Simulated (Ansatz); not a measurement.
Free-standing chains of the atoms of InP, named by their start (strip: triangular double chain, ladder: square double chain); atoms and period are relaxed, and energies count from relaxed bulk InP (Fm-3m, not its usual structure, 21.26 Å³/atom, gap on the mesh 0.00 eV).

Level of theory: Ansatz, DFT PBE, scalar-relativistic, plane waves, PAW.

Cutoff 420 eV, Gaussian smearing of 0.05 eV, energies at zero smearing, symmetry of each start kept, collinear spin where a moment is listed.

```json
{"start": "linear chain", "atoms": "2", "k mesh": "1×1×13", "excess energy (eV per host atom)": "1.186", "period (Å)": "4.826", "gap on the mesh (eV)": "0", "highest filled level or Fermi level under vacuum (eV)": "4.97", "size of the moment (μB per cell)": "0.62"}
{"start": "dimerised chain", "atoms": "2", "k mesh": "1×1×13", "excess energy (eV per host atom)": "1.184", "period (Å)": "4.871", "gap on the mesh (eV)": "0", "highest filled level or Fermi level under vacuum (eV)": "4.98", "size of the moment (μB per cell)": "0.77"}
{"start": "zigzag chain", "atoms": "2", "k mesh": "1×1×15", "excess energy (eV per host atom)": "0.895", "period (Å)": "4.317", "gap on the mesh (eV)": "0.45", "highest filled level or Fermi level under vacuum (eV)": "-", "size of the moment (μB per cell)": "0.00"}
{"start": "ladder chain", "atoms": "4", "k mesh": "1×1×13", "excess energy (eV per host atom)": "0.656", "period (Å)": "5.094", "gap on the mesh (eV)": "0", "highest filled level or Fermi level under vacuum (eV)": "4.86", "size of the moment (μB per cell)": "0.46"}
{"start": "strip chain", "atoms": "2", "k mesh": "1×1×24", "excess energy (eV per host atom)": "0.969", "period (Å)": "2.714", "gap on the mesh (eV)": "0", "highest filled level or Fermi level under vacuum (eV)": "-", "size of the moment (μB per cell)": "0.00"}
```

An odd mesh misses points on the zone edge, so a gap read on it can be too wide.

Each run keeps its start's symmetry and one magnetic start, so lower states can exist. Rows stand on unlike meshes and boxes, so starts that end alike can differ by a few hundredths of an eV per atom.